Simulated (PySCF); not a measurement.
triethylamine: calculation and literature

Molfile (atoms numbered from 1):
```
C6H15N
     RDKit          3D

 22 21  0  0  0  0  0  0  0  0999 V2000
   -2.0483    1.3773   -0.1080 C   0  0  0  0  0  0  0  0  0  0  0  0
   -0.7137    1.1460    0.5786 C   0  0  0  0  0  0  0  0  0  0  0  0
    0.0088    0.0000    0.0610 N   0  0  0  0  0  0  0  0  0  0  0  0
    1.4433    0.1072    0.2466 C   0  0  0  0  0  0  0  0  0  0  0  0
    2.1092    1.0528   -0.7376 C   0  0  0  0  0  0  0  0  0  0  0  0
   -0.5271   -1.2641    0.5279 C   0  0  0  0  0  0  0  0  0  0  0  0
   -0.2506   -2.4201   -0.4174 C   0  0  0  0  0  0  0  0  0  0  0  0
   -2.7413    0.5338    0.0341 H   0  0  0  0  0  0  0  0  0  0  0  0
   -1.9010    1.5099   -1.1902 H   0  0  0  0  0  0  0  0  0  0  0  0
   -2.5411    2.2764    0.2927 H   0  0  0  0  0  0  0  0  0  0  0  0
   -0.8587    1.0690    1.6814 H   0  0  0  0  0  0  0  0  0  0  0  0
   -0.0884    2.0388    0.4254 H   0  0  0  0  0  0  0  0  0  0  0  0
    1.8795   -0.8943    0.1111 H   0  0  0  0  0  0  0  0  0  0  0  0
    1.6950    0.4029    1.2917 H   0  0  0  0  0  0  0  0  0  0  0  0
    1.9088    0.7299   -1.7700 H   0  0  0  0  0  0  0  0  0  0  0  0
    1.7441    2.0862   -0.6340 H   0  0  0  0  0  0  0  0  0  0  0  0
    3.1987    1.0736   -0.5809 H   0  0  0  0  0  0  0  0  0  0  0  0
   -1.6177   -1.1546    0.6294 H   0  0  0  0  0  0  0  0  0  0  0  0
   -0.1554   -1.5085    1.5502 H   0  0  0  0  0  0  0  0  0  0  0  0
    0.8271   -2.6078   -0.5406 H   0  0  0  0  0  0  0  0  0  0  0  0
   -0.7035   -3.3494   -0.0390 H   0  0  0  0  0  0  0  0  0  0  0  0
   -0.6679   -2.2054   -1.4125 H   0  0  0  0  0  0  0  0  0  0  0  0
  1  2  1  0
  2  3  1  0
  3  4  1  0
  4  5  1  0
  3  6  1  0
  6  7  1  0
  1  8  1  0
  1  9  1  0
  1 10  1  0
  2 11  1  0
  2 12  1  0
  4 13  1  0
  4 14  1  0
  5 15  1  0
  5 16  1  0
  5 17  1  0
  6 18  1  0
  6 19  1  0
  7 20  1  0
  7 21  1  0
  7 22  1  0
M  END
```

Measured values that the calculation should reproduce: δ ¹³C C2/C4/C6 47.1; C1/C5/C7 12.4; δ ¹H H11/H12/H13/H14/H18/H19 2.45; H8/H9/H10/H15/H16/H17/H20/H21/H22 0.96 ppm (measured; solution, CD3CN, 298 K; Fulmer et al., Organometallics 2010, 29, 2176).
δ ¹³C C2/C4/C6 46.4; C1/C5/C7 11.9 ppm (measured; solution, C6D5Cl, 298 K; Fulmer et al., Organometallics 2010, 29, 2176).

Rapidly exchanging positions averaged, isolated molecule, single conformer, relativity neglected. Shielding tensors at PBE0/pcSseg-1 (GIAO); structure optimised with PBE0-D3(BJ)/def2-SVP; PySCF 2.14.

(1) How close does the calculation come?

(2) How far are the unscaled ¹³C shifts from the references?

(3) How far are the unscaled ¹H shifts from the references?

Results:

(1) 
Reference values: measured (solution, CD3CN, 298 K; Fulmer et al., Organometallics 2010, 29, 2176).
```
                            atoms  quantity  reference  computed  computed, scaled
                         C2/C4/C6     δ ¹³C       47.1      47.6              45.5
                         C1/C5/C7     δ ¹³C       12.4      16.0              14.9
          H11/H12/H13/H14/H18/H19      δ ¹H       2.45      2.03              2.14
H8/H9/H10/H15/H16/H17/H20/H21/H22      δ ¹H       0.96      1.04              1.20
```

Reference values: measured (solution, C6D5Cl, 298 K; Fulmer et al., Organometallics 2010, 29, 2176).
```
   atoms  quantity  reference  computed  computed, scaled
C2/C4/C6     δ ¹³C       46.4      47.6              45.5
C1/C5/C7     δ ¹³C       11.9      16.0              14.9
```

Computed shifts are σ(ref) − σ with the named reference compound (TMS for H and C) calculated as an isolated molecule at the same level. The measured values may be among those fitted. Scaled to experiment by linear calibration (H and C: mostly CDCl3 data, vs TMS): ¹H: δ = 29.85 − 0.948σ (rms 0.21 ppm, 133 shifts); ¹³C: δ = 178.46 − 0.972σ (rms 2.0 ppm, 209 shifts, 2.2 ppm with the 3 outliers that the fit left out). A few per cent of atoms miss by over 2 rms, more outside the fitted compound classes.

(2) Mean signed difference +2.35 ppm, mean absolute 2.35 ppm over 4 comparisons; the largest is +4.1 ppm at C1/C5/C7 (methyl carbon).

(3) Mean signed difference -0.17 ppm, mean absolute 0.25 ppm over 2 comparisons; the largest is -0.42 ppm at H11/H12/H13/H14/H18/H19 (hydrogen on an sp3 CH2 bonded to N).

6 of the 40 published NMR values on file for this molecule are compared. The rest: values from further sources, protons in aromatic solvents.
